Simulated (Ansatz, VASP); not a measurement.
## Cross-check of MgO (Periclase) between VASP and Ansatz

Wanted: the spread between two codes on one cell, functional and k mesh. The cell is a member of a volume series, scaled by 1.04 from a relaxed one, so a pressure remains.

Program: Ansatz 0.2.0. Level of theory: plane waves, with VASP 6.6.1 beside it; single point at PBEsol. Results are calculated unless marked as measured.

## Step 1: The starting structure

Symmetry: Fm-3m, No. 225, cubic system. Conventional cell: a = 4.265 Å, b = 4.265 Å, c = 4.265 Å, α = 90.00°, β = 90.00°, γ = 90.00°. Mg has 6 O at 2.13 Å nearest. Nearest to O lie 6 Mg at 2.13 Å. Farther neighbours and most contacts between anions are not listed.

Coordinates:

```
Mg O
1.0
     0.00000    2.13255    2.13255
     2.13255    0.00000    2.13255
     2.13255    2.13255    0.00000
Mg O
1 1
Direct
  0.00000 0.00000 0.00000
  0.50000 0.50000 0.50000
```

## Step 2: VASP: single point, PBEsol, volume scaled by 1.04

A single point gives forces, pressure and levels at one fixed geometry, so differences don't come from the geometry; what else differs is listed under the comparison.

Lines of VASP's logs that name or quote its potential files are left out, and so is its time.

The input asks for a relaxation, which ended at its first step since no free force or stress exceeded the threshold; so it serves as a single point.

Contents of INCAR:

```
SYSTEM = MgO
PREC = Accurate
ENCUT = 520
EDIFF = 1E-08
NELM = 100
ISMEAR = 0
SIGMA = 0.05
LREAL = .FALSE.
ALGO = Normal
GGA = PS
NBANDS = 10
LORBIT = 11
LWAVE = .FALSE.
LCHARG = .FALSE.
KPAR = 12
IBRION = 2
NSW = 30
ISIF = 4
EDIFFG = -0.002
```

Contents of POSCAR:

```
MgO
1.0
    0.0000000000      2.1325511400      2.1325511400
    2.1325511400      0.0000000000      2.1325511400
    2.1325511400      2.1325511400      0.0000000000
Mg O
1 1
Direct
    0.0000000000      0.0000000000      0.0000000000
    0.5000000000      0.5000000000      0.5000000000
```

Contents of KPOINTS:

```
Automatic mesh
0
Gamma
13 13 13
0 0 0
```

The projector-augmented-wave data sets are Mg and O (PBE family, release 64).

Run with:

```sh
mpirun -np 12 vasp_std
```

Numbers of over 12 decimals in the logs are rounded to 6 here.

The program printed:

```text
[banner, memory and clock lines left out]
running   12 mpi-ranks, on    1 nodes
 distrk:  each k-point on    1 cores,   12 groups
 distr:  one band on    1 cores,    1 groups

 POSCAR found type information on POSCAR MgO
 POSCAR found :  2 types and       2 ions
|                                                                             |
|           W    W    AA    RRRRR   N    N  II  N    N   GGGG   !!!           |
|           W    W   A  A   R    R  NN   N  II  NN   N  G    G  !!!           |
|           W    W  A    A  R    R  N N  N  II  N N  N  G       !!!           |
|           W WW W  AAAAAA  RRRRR   N  N N  II  N  N N  G  GGG   !            |
|           WW  WW  A    A  R   R   N   NN  II  N   NN  G    G                |
|           W    W  A    A  R    R  N    N  II  N    N   GGGG   !!!           |
|                                                                             |
|     For optimal performance we recommend to set                             |
|       NCORE = 2 up to number-of-cores-per-socket                            |
|     NCORE specifies how many cores store one orbital (NPAR=cpu/NCORE).      |
|     This setting can greatly improve the performance of VASP for DFT.       |
|     The default, NCORE=1 might be grossly inefficient on modern             |
|     multi-core architectures or massively parallel machines. Do your        |
|     Unfortunately you need to use the default for GW and RPA                |
|     calculations (for HF NCORE is supported but not extensively tested      |
|     yet).                                                                   |
|                                                                             |

|                                                                             |
|               ----> ADVICE to this user running VASP <----                  |
|                                                                             |
|     You enforced a specific xc type in the INCAR file but a different       |
|     [... a line on the potential file left out ...]
|     I HOPE YOU KNOW WHAT YOU ARE DOING!                                     |
|                                                                             |

 LDA part: xc-table for (Slater+PW92), standard interpolation
 POSCAR, INCAR and KPOINTS ok, starting setup
 FFT: planning ... GRIDC
 FFT: planning ... GRID_SOFT
 FFT: planning ... GRID
 WAVECAR not read
 entering main loop
       N       E                     dE             d eps       ncg     rms          rms(c)
DAV:   1     0.122397772589E+02    0.12240E+02   -0.46517E+03  1936   0.705E+02
DAV:   2    -0.133074350573E+02   -0.25547E+02   -0.24858E+02  1926   0.137E+02
DAV:   3    -0.138778176206E+02   -0.57038E+00   -0.56998E+00  1970   0.184E+01
DAV:   4    -0.138792172799E+02   -0.13997E-02   -0.13996E-02  1900   0.102E+00
DAV:   5    -0.138792216653E+02   -0.43854E-05   -0.43854E-05  1874   0.562E-02    0.663E+00
DAV:   6    -0.125389203125E+02    0.13403E+01   -0.81338E+00  1708   0.165E+01    0.227E+00
DAV:   7    -0.125136041797E+02    0.25316E-01   -0.58460E-02  1806   0.226E+00    0.130E+00
DAV:   8    -0.124997488724E+02    0.13855E-01   -0.25225E-02  1712   0.195E+00    0.211E-01
DAV:   9    -0.124995195979E+02    0.22927E-03   -0.26439E-04  1930   0.125E-01    0.141E-01
DAV:  10    -0.124994412611E+02    0.78337E-04   -0.43189E-04  1828   0.169E-01    0.593E-03
DAV:  11    -0.124994423353E+02   -0.10742E-05   -0.45956E-06  1808   0.158E-02    0.335E-03
DAV:  12    -0.124994428718E+02   -0.53651E-06   -0.10668E-07  1880   0.384E-03    0.546E-04
DAV:  13    -0.124994429204E+02   -0.48604E-07   -0.18102E-08  1162   0.103E-03    0.458E-05
DAV:  14    -0.124994429089E+02    0.11477E-07   -0.29262E-10   952   0.162E-04    0.385E-05
DAV:  15    -0.124994429087E+02    0.18343E-09   -0.13451E-10   920   0.727E-05
   1 F= -.12499443E+02 E0= -.12499443E+02  d E =-.124994E+02
 curvature:   0.00 expect dE= 0.000E+00 dE for cont linesearch  0.000E+00
 trial: gam= 0.00000 g(F)=  0.725E-62 g(S)=  0.302E-33 ort = 0.000E+00 (trialstep = 0.100E+01)
 search vector abs. value=  0.100E-09
 reached required accuracy - stopping structural energy minimisation
```

Parts of OUTCAR (step 2):

```text
ion  position               nearest neighbor table
   1  0.000  0.000  0.000-   2 2.13   2 2.13   2 2.13   2 2.13   2 2.13   2 2.13
   2  0.500  0.500  0.500-   1 2.13   1 2.13   1 2.13   1 2.13   1 2.13   1 2.13

  LATTYP: Found a face centered cubic cell.
 ALAT       =     4.2651022800

 Subroutine GETGRP returns: Found 48 space group operations
 (whereof 48 operations were pure point group operations)

The static configuration has the point symmetry O_h .

 Found     84 irreducible k-points:

   k-points           NKPTS =     84   k-points in BZ     NKDIM =     84   number of bands    NBANDS=     10

   dimension x,y,z NGX =    24 NGY =   24 NGZ =   24
   dimension x,y,z NGXF=    48 NGYF=   48 NGZF=   48

   ENCUT  =  520.0 eV  38.22 Ry    6.18 a.u.   5.61  5.61  5.61*2*pi/ulx,y,z

   NELECT =       8.0000    total number of electrons

 k-points in reciprocal lattice and weights: Automatic mesh
   0.00000000  0.00000000  0.00000000       0.000
   0.07692308  0.00000000  0.00000000       0.004
   0.15384615  0.00000000  0.00000000       0.004
   0.23076923  0.00000000  0.00000000       0.004
   0.30769231  0.00000000  0.00000000       0.004
   0.38461538  0.00000000  0.00000000       0.004
   0.46153846  0.00000000  0.00000000       0.004
   0.07692308  0.07692308  0.00000000       0.003
   0.15384615  0.07692308  0.00000000       0.011
[...]
-0.30769231  0.46153846  0.15384615       0.011
  -0.30769231  0.46153846  0.23076923       0.011

 average (electrostatic) potential at core
       1 -35.0828       2 -69.8392

 E-fermi :   2.9993

 k-point     1 :       0.0000    0.0000    0.0000
  band No.  band energies     occupation
      1     -14.2242      2.00000
      2       2.7912      2.00000
      3       2.7912      2.00000
      4       2.7912      2.00000
      5       7.0718      0.00000
      6      18.2149      0.00000
      7      18.2149      0.00000
      8      18.2149      0.00000
      9      21.9599      0.00000
    ...

 k-point     2 :       0.0769    0.0000    0.0000
  band No.  band energies     occupation
      1     -14.1640      2.00000
      2       2.3790      2.00000
      3       2.7525      2.00000
      4       2.7525      2.00000
      5       7.4744      0.00000
      6      17.3640      0.00000
      7      18.3537      0.00000
      8      18.3537      0.00000
      9      23.0602      0.00000
    ...

 k-point     3 :       0.1538    0.0000    0.0000
  band No.  band energies     occupation
      1     -13.9922      2.00000
      2       1.4590      2.00000
      3       2.6475      2.00000
      4       2.6475      2.00000
      5       8.3485      0.00000
      6      16.0724      0.00000
      7      18.6908      0.00000
      8      18.6908      0.00000
      9      22.5350      0.00000
    ...

  Total       -0.7046614     -0.7046614     -0.7046614     -0.0000000     -0.0000000     -0.0000000
  in kB      -58.2053208    -58.2053208    -58.2053208     -0.0000000     -0.0000000     -0.0000000
  external PRESSURE =     -58.2053208 kB  Pullay stress =       0.0000000 kB

  energy-cutoff  :      520.00
  volume of cell :       19.40
      direct lattice vectors                 reciprocal lattice vectors
     0.000000000  2.132551140  2.132551140    -0.234460966  0.234460966  0.234460966
     2.132551140  0.000000000  2.132551140     0.234460966 -0.234460966  0.234460966
     2.132551140  2.132551140  0.000000000     0.234460966  0.234460966 -0.234460966

 POSITION                                       TOTAL-FORCE (eV/Angst)
 -----------------------------------------------------------------------------------
      0.00000      0.00000      0.00000        -0.000000     -0.000000      0.000000
      2.13255      2.13255      2.13255         0.000000      0.000000     -0.000000
 -----------------------------------------------------------------------------------
    total drift:                               -0.000000     -0.000000      0.000000

  FREE ENERGIE OF THE ION-ELECTRON SYSTEM (eV)
  ---------------------------------------------------
  free  energy   TOTEN  =       -12.4994429087 eV

  energy  without entropy=      -12.4994429087  energy(sigma->0) =      -12.49944291

 reached required accuracy - stopping structural energy minimisation

 total charge
# of ion       s       p       d       tot
------------------------------------------
    1        0.145   0.170   0.073   0.387
    2        1.537   3.519   0.000   5.056
--------------------------------------------------
tot          1.682   3.689   0.073   5.444

[... 3 further parts left out ...]
```

CONTCAR:

```
MgO
   1.00000000000000
     0.0000000000000000    2.1325511399999999    2.1325511399999999
     2.1325511399999999    0.0000000000000000    2.1325511399999999
     2.1325511399999999    2.1325511399999999    0.0000000000000000
  Mg              O
     1     1
Direct
     0.0000000000000000    0.0000000000000000    0.0000000000000000
     0.5000000000000000    0.5000000000000000    0.5000000000000000
```

The run keeps the 48 symmetry operations of its start, so it cannot find a distortion of lower symmetry.

## Step 3: Ansatz: single point, PBEsol, volume scaled by 1.04

Ansatz runs on its default PAW (the set named soft_2) files.

The same cell, functional, mesh and smearing now go to Ansatz, which takes its cutoff from its data sets.

Contents of input.yaml:

```yaml
crystal:
  lattice:
    - [0.0, 2.13255114, 2.13255114]
    - [2.13255114, 0.0, 2.13255114]
    - [2.13255114, 2.13255114, 0.0]
  atoms:
    - { symbol: Mg, position: [0.0, 0.0, 0.0] }
    - { symbol: O, position: [0.5, 0.5, 0.5] }
hamiltonian:
  xc: pbesol
  pseudopotentials: { kind: paw }
kpoints:
  mp_grid: { grid: [13, 13, 13] }
scf:
  occupations: { method: gaussian, width: 0.05 }
  n_extra_bands: 4
output:
  forces: true
  stress: true
  eigenvalues: true
  write_density: true
  write_potential: true
  elf: true
  volumetric_format: npy
```

Run with:

```sh
ansatz run input.yaml --threads 2 --pin off --max-ram 4608MiB --backend cpu --events-out ev --progress --plain --runs-dir out
```

The program printed:

```text
scf.n_extra_bands = 4 over 8 filled bands (N_el = 16.0): the run solves 12 bands
Engine: ansatz 0.2.0, aarch64-unknown-linux-gnu
Pseudopotentials: kind: paw
Pseudopotential: Mg, paw, valence charge 10, recommended cutoff 420 eV (normal), Mg.paw.azcp
Pseudopotential: O, paw, valence charge 6, recommended cutoff 420 eV (normal), O.paw.azcp
Functional definition: PBEsol
  exchange = pbesol_x
  correlation = pbesol_c
Crystal: 2 atoms, lattice volume = 19.397 Å³
Basis set: ecut = 420 eV, 339 PW (Γ), exchange–correlation on 48×48×48 points (8 copies of the dense FFT grid, shifted against one another)
Bands: 12, of which v1, the nominal top of the filled ones, is band 8 counted from 1 (7 counted from 0)
Symmetry: 48 space group operations
Space group: Fm-3m (ITA 225), of the structure as read, at distance tolerance 2.7e-5 Å
k-points: 84 of 2197
Non-local potential: Mg, projectors of the file, l = 0: 3, l = 1: 2, l = 2: 1
Non-local potential: O, projectors of the file, l = 0: 2, l = 1: 2, l = 2: 1
PAW form: soft (Blöchl's): semilocal exchange-correlation on the pseudo side does not see the compensation charge
PAW frozen core: Mg, regenerated for the run's functional, and the local potential with it (the file was generated under x = pbe(κ = 0.804, μ = 0.219515), c = pbe(β = 0.066725))
PAW frozen core: O, regenerated for the run's functional, and the local potential with it (the file was generated under x = pbe(κ = 0.804, μ = 0.219515), c = pbe(β = 0.066725))
PAW one-centre angular grid: Mg, 110 points (default); XC on 64 Gauss nodes
PAW one-centre angular grid: O, 110 points (default); XC on 64 Gauss nodes
Initial density: superposition of atomic densities (neutral atoms: chi_scale 0, normalization atom), corrected by the library's trained network
Initial wavefunctions: pseudopotential atomic-orbital guess
Functional: x = pbesol(κ = 0.804, μ = 0.123457), c = pbesol(β = 0.046)
SCF iter   1: F=—  HF=-2475.868692 eV  |F-HF|=—  |Δ(HF+E_count)|=         —  Δρ=1.40e-2  dr2=3.04e-2  ethr=1.77e-3  ⟨swp⟩=5.5  Hψ=5724  notcnv=0
preconditioner: auto → none  [insulator: Δε(μ)=4.156 eV  Ē_g=17.868 eV  σ=0.050 eV  W_gap=1.00  n_scr=8 (ndim 8)  ℏωp=23.8 eV  f_vac=0.000  D(μ)=0.00/eV (n_scr^D=0)  ε∞_Penn≈2.8]
SCF iter   2: F=—  HF=-2475.860592 eV  |F-HF|=—  |Δ(HF+E_count)|=   8.10e-3  Δρ=4.02e-3  dr2=3.11e-3  ethr=1.90e-4  ⟨swp⟩=2.0  Hψ=1991  notcnv=0
SCF iter   3: F=—  HF=-2475.859822 eV  |F-HF|=—  |Δ(HF+E_count)|=   7.69e-4  Δρ=6.31e-4  dr2=4.11e-5  ethr=1.94e-5  ⟨swp⟩=2.0  Hψ=1328  notcnv=0
SCF iter   4: F=—  HF=-2475.859814 eV  |F-HF|=—  |Δ(HF+E_count)|=   8.49e-6  Δρ=1.29e-4  dr2=1.34e-6  ethr=2.57e-7  ⟨swp⟩=2.7  Hψ=1535  notcnv=0
SCF iter   5: F=—  HF=-2475.859813 eV  |F-HF|=—  |Δ(HF+E_count)|=   1.02e-6  Δρ=4.78e-5  dr2=1.90e-7  ethr=8.37e-9  ⟨swp⟩=2.1  Hψ=1447  notcnv=0
SCF iter   6: F=-2475.859813 eV  HF=-2475.859813 eV  |F-HF|=1.18e-9  |Δ(HF+E_count)|=   9.78e-8  Δρ=5.21e-6  dr2=2.82e-9  ethr=6.25e-10  ⟨swp⟩=8.8  Hψ=6914  notcnv=0
SCF 1 converged in 6 iterations: F = -2475.859813 eV  dr2 = 2.82e-9
  greatest PAW one-centre occupation: 1.000 electrons in one spin orbital (limit 2), on the Mg atom at site 0 (counted from 0), in its partial waves of l = 0
SCF converged after 6 iterations
Free energy (F): -2475.859813 eV
Harris-Foulkes:  -2475.859813 eV  (|F-HF|=1.18e-9)
Internal energy: -2475.859813 eV  (E = F + TS)
E sigma→0 (E₀):  -2475.859813 eV
Fermi energy:    9.698288 eV
--- Per-component energies (eV) ---
  E_band       = -299.818152
  E_kinetic    = 253.905975
  E_local      = -1624.540100  (includes V_loc(G=0)·N_el)
  E_nonlocal   = 143.681682
  E_hartree    = 561.033679
  E_xc         = -103.549179
  E_vxc        = -133.405323  (∫ρ·V_xc dr)
  E_paw        = -433.156176  (= ΣΔE_a)
  E_vpaw       = -61.529277  (= ΣTr[D̂ρ^β])
  E_aug_tail   = 0.002444  (compensation charges beyond the density's cutoff)
  E_ewald      = -1273.332288
  E_core_change = 0.094150  (= ΣΔE_core)
  E_smearing   = -0.000000  (= −TS)
  E_closure    = 0.000000  (closes the sum)
  Σ components = -2475.859813   (vs F -2475.859813, Δ=0.00e0)
--- Forces (eV/Å), atoms counted from 1 ---
  atom   1  Mg    -0.00000000     0.00000000    -0.00000000
  atom   2  O      0.00000000    -0.00000000    -0.00000000
  max |Σ_I F_I| component: 2.08e-29 eV/Å
--- Stress (GPa, compression-positive) ---
       -5.268215      -0.000000       0.000000
        0.000000      -5.268215       0.000000
        0.000000      -0.000000      -5.268215
  P = ⅓ Tr σ = -5.2682 GPa (-52.682 kbar)
--- Band table (eV; the first three rows and the last of 84) ---
  k-point 0: bands = [... 4 lower, -9.4493, 7.5575, 7.5575, 7.5575, 11.8385, 23.0211, 23.0211, 23.0211]
  k-point 1: bands = [... 4 lower, -9.3873, 7.1444, 7.5182, 7.5182, 12.2407, 22.1578, 23.1582, 23.1582]
  k-point 2: bands = [... 4 lower, -9.2106, 6.2264, 7.4136, 7.4136, 13.1147, 20.8569, 23.4907, 23.4907]
  k-point 83: bands = [... 4 lower, -7.9356, 4.4845, 4.8702, 5.9167, 18.6085, 18.8277, 19.2535, 22.6804]
```

The job ended after 1.1 s (2 threads of Arm Neoverse V1, shared host; peak memory 0.27 GiB; 2 s of CPU time).

The run ends at a pressure of -5.27 GPa.

## Step 4: Side by side

Known differences besides the potentials themselves: the data sets hold 16 valence electrons in Ansatz (default PAW (the set named soft_2) files) and 8 in VASP; the cutoff is 420 eV in Ansatz and 520 eV in VASP; Ansatz makes its cores anew for this functional, VASP keeps those of its PBE data sets; VASP leaves aspherical gradient terms in its spheres out (LASPH is not set), Ansatz keeps them. Total energies have different zeros and are not compared.

The two programs side by side:

| quantity | Ansatz | VASP | difference |
| --- | --- | --- | --- |
| pressure (GPa) | -5.27 | -5.82 | +0.55 |
| pressure without Ansatz's Pulay correction (GPa) | -5.92 | -5.82 | -0.10 |
| gap on the k mesh (eV) | 4.281 | 4.281 | 0.000 |

A gap on the mesh is an upper bound, since the band edges may lie between its points. Ansatz's pressure holds a Pulay correction of 0.65 GPa; VASP's holds none.

## Step 5: What the set-up changes

Further runs change the set-up of one program: Ansatz's method, potentials or start, or VASP's data sets, cutoff or form of LDA. The table gives Ansatz less VASP for each quantity, since a change that brings one quantity closer may part another.

| run | pressure (GPa) | gap on the k mesh (eV) |
| --- | --- | --- |
| as above | 0.55 | 4.2e-4 |
| Ansatz's all-electron LAPW method | 0.61 | 0.0028 |

## Step 6: VASP: single point, PBEsol, volume scaled by 1.06

A single point gives forces, pressure and levels at one fixed geometry, so differences don't come from the geometry; what else differs is listed under the comparison. The cell compared in this pair holds 19.77 Å³, against 19.40 Å³ for the pair before.

The input asks for a relaxation, which ended at its first step since no free force or stress exceeded the threshold; so it serves as a single point.

INCAR is that of step 2.

Contents of POSCAR:

```
MgO
1.0
    0.0000000000      2.1461346345      2.1461346345
    2.1461346345      0.0000000000      2.1461346345
    2.1461346345      2.1461346345      0.0000000000
Mg O
1 1
Direct
    0.0000000000      0.0000000000      0.0000000000
    0.5000000000      0.5000000000      0.5000000000
```

KPOINTS is that of step 2.

Run with:

```sh
mpirun -np 12 vasp_std
```

The program printed:

```text
[banner, memory and clock lines left out]
running   12 mpi-ranks, on    1 nodes
[...]
[... a notice as in an earlier step ...]

 [... a notice as in an earlier step ...]

 LDA part: xc-table for (Slater+PW92), standard interpolation
 POSCAR, INCAR and KPOINTS ok, starting setup
[...]
entering main loop
       N       E                     dE             d eps       ncg     rms          rms(c)
DAV:   1     0.110651283452E+02    0.11065E+02   -0.45438E+03  1928   0.700E+02
DAV:   2    -0.133694168180E+02   -0.24435E+02   -0.23235E+02  1880   0.131E+02
DAV:   3    -0.138610857999E+02   -0.49167E+00   -0.49132E+00  2032   0.169E+01
DAV:   4    -0.138621310983E+02   -0.10453E-02   -0.10453E-02  1866   0.892E-01
[...]
DAV:  13    -0.124834185961E+02   -0.46428E-07   -0.16170E-08  1148   0.101E-03    0.476E-05
DAV:  14    -0.124834185855E+02    0.10652E-07   -0.23402E-10   926   0.150E-04    0.359E-05
DAV:  15    -0.124834185852E+02    0.29803E-09   -0.11654E-10   894   0.700E-05
   1 F= -.12483419E+02 E0= -.12483419E+02  d E =-.124834E+02
[...]
reached required accuracy - stopping structural energy minimisation
```

Parts of OUTCAR (step 6):

```text
  Total       -1.0255997     -1.0255997     -1.0255997      0.0000000      0.0000000     -0.0000000
  in kB      -83.1165620    -83.1165620    -83.1165620      0.0000000      0.0000000     -0.0000000
  external PRESSURE =     -83.1165620 kB  Pullay stress =       0.0000000 kB

 POSITION                                       TOTAL-FORCE (eV/Angst)
 -----------------------------------------------------------------------------------
      0.00000      0.00000      0.00000         0.000000      0.000000      0.000000
      2.14613      2.14613      2.14613        -0.000000     -0.000000     -0.000000
 -----------------------------------------------------------------------------------
    total drift:                               -0.000000     -0.000000      0.000000

  FREE ENERGIE OF THE ION-ELECTRON SYSTEM (eV)
  ---------------------------------------------------
  free  energy   TOTEN  =       -12.4834185852 eV

  energy  without entropy=      -12.4834185852  energy(sigma->0) =      -12.48341859

[... 2 parts as in an earlier step ...]

[... 2 further parts left out ...]
[key lines of the parts left out:]
E-fermi :   2.9302
```

(Part 1 of 2 ends here.)

[Lines on the potential files, build, host, timing and source positions are cut from VASP's logs without a mark.]

[Logs are printed without paths, hosts, clocks, repeated set-up lines and the standing remarks that a program may print on its own settings, such as how far it seeks lower states.]

[Hosts, paths, dates, database ids (printed as entryN), source tags and the programs' standing remarks are cut or masked in the printed files.]
